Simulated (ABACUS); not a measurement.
# PtS2 (P-3m1) in ABACUS: reference runs

How does PtS2 come out in PBE? The cell is run as given and disturbed.

Everything below comes from runs of ABACUS 3.10.1. Logs are shortened: lines on timing, memory, paths and dates and some standing lists are left out, and cuts for length are marked.

## Step 1: Starting point

The structure is trigonal, space group P-3m1 (No. 164). The conventional cell has a = 3.543 Å, b = 3.543 Å, c = 5.039 Å, α = 90.00°, β = 90.00°, γ = 120.00°. Pt (site symmetry -3m) has 6 S at 2.34 Å as nearest neighbours. S (site symmetry 3m) has 3 Pt at 2.34 Å as nearest neighbours.

## Step 2: Single point, PBE

The input, INPUT:

```
INPUT_PARAMETERS
suffix              PtS2
calculation         scf
basis_type          pw
pseudo_dir          ./
symmetry            1
dft_functional      pbe
ecutwfc             84
pseudo_rcut         10
nspin               1
nbands              19
ks_solver           dav
smearing_method     fd
smearing_sigma      0.00367493
scf_thr             1e-08
scf_nmax            100
mixing_type         broyden
mixing_beta         0.7
cal_force           1
cal_stress          1
kpar                4
```

The input, STRU:

```
ATOMIC_SPECIES
Pt 195.0840 Pt.upf
S 32.0600 S.upf

LATTICE_CONSTANT
1.8897261246

LATTICE_VECTORS
3.5432000000 0.0000000000 0.0000000000
-1.7716000000 3.0685012107 0.0000000000
0.0000000000 0.0000000000 5.0388000000

ATOMIC_POSITIONS
Direct

Pt
0.0
1
0.0000000000 0.0000000000 0.0000000000 1 1 1

S
0.0
2
0.6666666667 0.3333333333 0.7730000000 1 1 1
0.3333333333 0.6666666667 0.2270000000 1 1 1
```

The input, KPT:

```
K_POINTS
0
Gamma
9 9 5 0 0 0
```

Potentials or basis: PseudoDojo NC SR 0.4.1 PBE standard, plane waves.

Launch:

```bash
$ OMP_NUM_THREADS=1 mpirun -np 4 abacus > log
```

running log:

```text
ABACUS v3.10.1

               Atomic-orbital Based Ab-initio Computation at UStc

 ------------------------------------------------------------------------------------

 READING GENERAL INFORMATION
                           global_out_dir = OUT.PtS2/
                           global_in_card = INPUT
                               pseudo_dir = ./
                              orbital_dir =
                                    DSIZE = 4
                                    GSIZE = 1

 READING UNITCELL INFORMATION
                                    ntype = 2
                  lattice constant (Bohr) = 1.88973
              lattice constant (Angstrom) = 1

 READING ATOM TYPE 1
                               atom label = Pt
                      L=0, number of zeta = 1
                      L=1, number of zeta = 1
                      L=2, number of zeta = 1
             number of atom for this type = 1

 READING ATOM TYPE 2
                               atom label = S
                      L=0, number of zeta = 1
                      L=1, number of zeta = 1
                      L=2, number of zeta = 1
             number of atom for this type = 2

                        TOTAL ATOM NUMBER = 3
DIRECT COORDINATES
    atom                   x                   y                   z     mag                  vx                  vy                  vz
taud_Pt1            0.0000000000        0.0000000000        0.0000000000  0.0000        0.0000000000        0.0000000000        0.0000000000
taud_S1            0.6666666667        0.3333333333        0.7730000000  0.0000        0.0000000000        0.0000000000        0.0000000000
taud_S2            0.3333333333        0.6666666667        0.2270000000  0.0000        0.0000000000        0.0000000000        0.0000000000

                          Volume (Bohr^3) = 369.697
                             Volume (A^3) = 54.7833

 Lattice vectors: (Cartesian coordinate: in unit of a_0)
              +3.5432                  +0                  +0
              -1.7716             +3.0685                  +0
                   +0                  +0             +5.0388
 Reciprocal vectors: (Cartesian coordinate: in unit of 2 pi/a_0)
            +0.282231           +0.162946                  -0
                   -0           +0.325892                  -0
                   +0                  -0            +0.19846
 The esolver type has been set to : ksdft_pw

                PAO radial cut off (Bohr) = 10

 Read in pseudopotential file is Pt.upf
                     pseudopotential type = NC
          exchange-correlation functional = PBE
                 nonlocal core correction = 1
                        valence electrons = 18
                                     lmax = 3
                           number of zeta = 4
                     number of projectors = 8
                           L of projector = 0
                           L of projector = 0
                           L of projector = 1
                           L of projector = 1
                           L of projector = 2
                           L of projector = 2
                           L of projector = 3
                           L of projector = 3
                PAO radial cut off (Bohr) = 10

 Read in pseudopotential file is S.upf
                     pseudopotential type = NC
          exchange-correlation functional = PBE
                 nonlocal core correction = 1
                        valence electrons = 6
                                     lmax = 2
                           number of zeta = 2
                     number of projectors = 6
                           L of projector = 0
                           L of projector = 0
                           L of projector = 1
                           L of projector = 1
                           L of projector = 2
                           L of projector = 2
     initial pseudo atomic orbital number = 18

 SETUP THE ELECTRONS NUMBER
            electron number of element Pt = 18
      total electron number of element Pt = 18
             electron number of element S = 6
       total electron number of element S = 12
            AUTOSET number of electrons:  = 30
                           occupied bands = 15
                                   NBANDS = 19
                                   NLOCAL = 27

%%%%%%%%%%%%%%%%%%%%%%%%%%%%%%%%%%%%%%%%%%%%%%%%%%%%%%%%%%%%%%%%%%%%%%%%%%%%%%%%%%%%%%%%%%%%%%%%%%%%%%%%%%
 Warning: the number of valence electrons in pseudopotential > 10 for Pt: [Xe] 4f14 5d9 6s1
 Pseudopotentials with additional electrons can yield (more) accurate outcomes, but may be less efficient.
 If you're confident that your chosen pseudopotential is appropriate, you can safely ignore this warning.
%%%%%%%%%%%%%%%%%%%%%%%%%%%%%%%%%%%%%%%%%%%%%%%%%%%%%%%%%%%%%%%%%%%%%%%%%%%%%%%%%%%%%%%%%%%%%%%%%%%%%%%%%%

 SETUP THE PLANE WAVE BASIS
 energy cutoff for charge/potential (unit:Ry) = 336
            fft grid for charge/potential = [ 40, 40, 60 ]
                        fft grid division = [ 1, 1, 1 ]
        big fft grid for charge/potential = [ 40, 40, 60 ]
                                     nbxx = 96000
[... 71 lines left out ...]
                                   nkstot = 405
                       right hand lattice = 1
(for reciprocal lattice: )
                             BRAVAIS TYPE = 4
                     BRAVAIS LATTICE NAME = 04. Hexagonal cell
                                    ibrav = 4
                       right hand lattice = 1
(for k-lattice: )
                             BRAVAIS TYPE = 4
                     BRAVAIS LATTICE NAME = 04. Hexagonal cell
                                    ibrav = 4
                       right hand lattice = 1
                        ROTATION MATRICES = 24
                               nkstot_ibz = 50
K-POINTS REDUCTION ACCORDING TO SYMMETRY
     IBZ    DIRECT_X    DIRECT_Y    DIRECT_Z  WEIGHT  ibz2bz
       1  0.00000000  0.00000000  0.00000000  0.0025       0
       2 -0.11111111  0.11111111  0.00000000  0.0148       1
       3 -0.22222222  0.22222222  0.00000000  0.0148       2
       4 -0.33333333  0.33333333  0.00000000  0.0148       3
       5 -0.44444444  0.44444444  0.00000000  0.0148       4
       6 -0.11111111  0.22222222  0.00000000  0.0148      10
[... 22 lines left out ...]
      29  0.44444444  0.33333333  0.20000000  0.0296     102
      30  0.33333333  0.44444444  0.20000000  0.0296     103
[... 20 further k points ...]

                               nkstot now = 50
[... K-POINTS DIRECT COORDINATES: 50 rows ...]

           k-point number in this process = 13
       minimum distributed K point number = 12
[... stars of the k points ...]

[... K-POINTS CARTESIAN COORDINATES: 13 rows ...]

[... K-POINTS DIRECT COORDINATES: 13 rows ...]

 SETUP PLANE WAVES FOR WAVE FUNCTIONS
     energy cutoff for wavefunc (unit:Ry) = 84
              fft grid for wave functions = [ 40, 40, 60 ]
                    number of plane waves = 6259
                         number of sticks = 313

 PARALLEL PW FOR WAVE FUNCTIONS
     PROC   COLUMNS(POT)             PW
        1            313           6259
 --------------- sum -------------------
        1            313           6259

 SETUP NONLOCAL PSEUDOPOTENTIALS IN PLANE WAVE BASIS
 Pt non-local projectors:
 projector 1 L=0
 projector 2 L=0
 projector 3 L=1
 projector 4 L=1
 projector 5 L=2
 projector 6 L=2
 projector 7 L=3
 projector 8 L=3
 S non-local projectors:
 projector 1 L=0
 projector 2 L=0
 projector 3 L=1
 projector 4 L=1
 projector 5 L=2
 projector 6 L=2
      TOTAL NUMBER OF NONLOCAL PROJECTORS = 68

 Init Non-Local PseudoPotential table :
 Init Non-Local-Pseudopotential done.

                                     npwx = 4823

 Make real space PAO into reciprocal space.
       max mesh points in Pseudopotential = 1001
     dq(describe PAO in reciprocal space) = 0.01
                                    max q = 1104

 number of pseudo atomic orbitals for Pt is 4
WARNING: norm of atomic wavefunction # 3 of atomic type Pt is 0.999998, renormalized
WARNING: norm of atomic wavefunction # 4 of atomic type Pt is 0.999941, renormalized

 number of pseudo atomic orbitals for S is 2
WARNING: norm of atomic wavefunction # 2 of atomic type S is 0.999996, renormalized

 -------------------------------------------
 SELF-CONSISTENT
 -------------------------------------------
                                 init_chg = atomic

 PW ALGORITHM --------------- ION=   1  ELEC=   1--------------------------------

 Density error is 0.506965836467
                          Error Threshold = 0.01
----------------------------------------------------------
     Energy           Rydberg                 eV
----------------------------------------------------------
 E_KohnSham     -305.1426039365      -4151.6781160941
 E_Harris       -315.0626769659      -4286.6476338690
 E_Fermi        0.8767191557         11.9283760637
----------------------------------------------------------
[... 75 lines left out ...]
 Density error is 2.19867877845e-09
                          Error Threshold = 1.51411400861e-10
----------------------------------------------------------
     Energy           Rydberg                 eV
----------------------------------------------------------
 E_KohnSham     -305.3989032195      -4155.1652467362
 E_KS(sigma->0) -305.3989030607      -4155.1652445757
 E_Harris       -305.3993960771      -4155.1719524074
 E_band         -23.4254664335       -318.7198218037
 E_one_elec     -155.8324468417      -2120.2092103295
 E_Hartree      89.3828124099        1216.1155520398
 E_xc           -60.3325414162       -820.8663380813
 E_Ewald        -178.6167270539      -2430.2052460441
 E_entropy(-TS) -0.0000003176        -0.0000043210
 E_descf        0.0000000000         0.0000000000
 E_exx          0.0000000000         0.0000000000
 E_Fermi        0.8465415334         11.5177884477
----------------------------------------------------------

 charge density convergence is achieved
 final etot is -4155.1652467 eV
 EFERMI = 11.517788448 eV

 STATE ENERGY(eV) AND OCCUPATIONS    NSPIN == 1
 1/13 kpoint (Cartesian) = 0.0000 0.0000 0.0000 (4755 pws)
       1       -88.6131     0.00493827
       2       -42.8085     0.00493827
       3       -42.8085     0.00493827
       4       -42.6331     0.00493827
       5       -4.54045     0.00493827
       6       -1.28722     0.00493827
[... 104 lines left out ...]
       6       -1.57625      0.0296296
[... 11 lines left out ...]
      18        17.4437    9.99623e-54
      19        17.6645    1.20825e-55

[... levels at 7 further k points ...]

------------------------------------------------------------------------------------------
 TOTAL-FORCE (eV/Angstrom)
------------------------------------------------------------------------------------------
                       Pt1         0.0000000000         0.0000000000         0.0000000000
                        S1         0.0000000000         0.0000000000        -1.2409331292
                        S2         0.0000000000         0.0000000000         1.2409331292
------------------------------------------------------------------------------------------

----------------------------------------------------------------
 TOTAL-STRESS (KBAR)
----------------------------------------------------------------
       119.3467351613        -0.0000000000        -0.0000000000
        -0.0000000000       119.3467351604        -0.0000000000
         0.0000000000         0.0000000000       102.8030861375
----------------------------------------------------------------
 TOTAL-PRESSURE: 113.832185 KBAR

 --------------------------------------------
 !FINAL_ETOT_IS -4155.1652467361691379 eV
 --------------------------------------------
```

Wall time 14 s (4 MPI ranks of Intel Xeon Gold 6455B (Sapphire Rapids), shared host); peak memory 0.52 GiB.

What came out:

- Free energy: -4155.1652 eV
- Pressure: 11.4 GPa
- Largest force: 1.241 eV/Å
- Band gap on the k mesh: 1.01 eV, indirect (least direct gap 1.06 eV)

Forces in eV/Å, atoms in the order of the input:
```
Pt   0.000  0.000  0.000
S    0.000  0.000 -1.241
S    0.000  0.000  1.241
```

Stress tensor (GPa, compression positive):
```
11.93  0.00  0.00
 0.00 11.93  0.00
 0.00  0.00 10.28
```

Caveat: spin-orbit coupling is left out, which moves the levels of the heavy elements; an odd mesh through Γ misses points on the zone boundary, where band edges often lie; forces of over 1 eV/Å show positions far from the minimum, so gaps and moduli don't describe the material at rest.

## Step 3: Single point, PBE (atoms moved at random, drawn with an rms of 0.05 Å)

INPUT, as its differences from that of step 2:

```diff
@@ -20,2 +20,4 @@
 cal_stress          1
-kpar                4
+out_chg             1
+out_pot             2
+out_elf             1
```

The input, STRU:

```
ATOMIC_SPECIES
Pt 195.0840 Pt.upf
S 32.0600 S.upf

LATTICE_CONSTANT
1.8897261246

LATTICE_VECTORS
3.5432000000 0.0000000000 0.0000000000
-1.7716000000 3.0685012107 0.0000000000
0.0000000000 0.0000000000 5.0388000000

ATOMIC_POSITIONS
Direct

Pt
0.0
1
-0.0005740000 -0.0065100000 0.0100490000 1 1 1

S
0.0
2
0.6671830000 0.3310740000 0.7716870000 1 1 1
0.3350640000 0.6714820000 0.2343540000 1 1 1
```

KPT is that of step 2.

Potentials or basis: PseudoDojo NC SR 0.4.1 PBE standard, plane waves.

Launch:

```bash
$ OMP_NUM_THREADS=1 mpirun -np 4 abacus > log
```

Run time: 63 s. Hardware: 4 MPI ranks of Intel Xeon Gold 6455B (Sapphire Rapids), shared host; peak memory 0.64 GiB.

It converged, with:

```
Free energy            : -4155.1915 eV
Pressure               : 9.6 GPa
Largest force          : 1.375 eV/Å
Band gap on the k mesh : 0.89 eV, indirect (least direct gap 1.02 eV)
```

Forces in eV/Å, atoms in the order of the input:
```
Pt  -0.167  0.475 -0.734
S    0.020 -0.089 -0.578
S    0.146 -0.386  1.312
```

Stress tensor (GPa, compression positive):
```
10.76 -0.24  0.39
-0.24  9.60 -0.90
 0.39 -0.90  8.50
```

Levels at points of the mesh, in eV from the valence-band top:
```csv
k point,band 13,band 14,band 15,band 16,band 17,band 18
"(0.00, 0.00, 0.00)",-1.15,-1.09,-0.07,2.31,2.38,4.72
```

Caveat: spin-orbit coupling is left out, which moves the levels of the heavy elements; an odd mesh through Γ misses points on the zone boundary, where band edges often lie.
